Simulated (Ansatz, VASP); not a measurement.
## Te2Pt (Moncheite): VASP beside Ansatz

```
Pt Te
1.0
     4.01000    0.00000    0.00000
    -2.00500    3.47276    0.00000
     0.00000    0.00000    5.20100
Pt Te
1 2
Direct
  0.00000 0.00000 0.00000
  0.66667 0.33333 0.75000
  0.33333 0.66667 0.25000
```

Alike in both runs: task single point; functional PBE; k mesh 8 × 8 × 5; occupations gaussian, width 0.02 eV; no spin polarisation.

|  | VASP | Ansatz |
| --- | --- | --- |
| version | VASP 6.6.1 | Ansatz 0.2.0 |
| potentials or method | VASP PAW PBE potentials, release 64 (Pt, Te) | Ansatz PAW |
| plane-wave cutoff (eV) | 520 | 420 |
| valence electrons in the cell | 22 | 50 |

Ansatz gave:

```
gap on the k mesh at the Fermi level (eV)       : none
pressure (GPa)                                  : 8.7
largest component of the traceless stress (GPa) : 1.05
rms of the force components (eV/Å)              : 0.459
```

**Question.** Estimate VASP's values.

**Answer.** gap on the k mesh at the Fermi level (eV): none; pressure (GPa): 8.5; largest component of the traceless stress (GPa): 1.02; rms of the force components (eV/Å): 0.454.

Atom by atom the forces differ by 0.005 eV/Å (rms over components). A gap of «none» marks a metal or a gap that the smearing closes. The two sets of potentials don't hold the same shells in valence.

The runs have no spin-orbit coupling, so splittings on Pt, Te are missing.
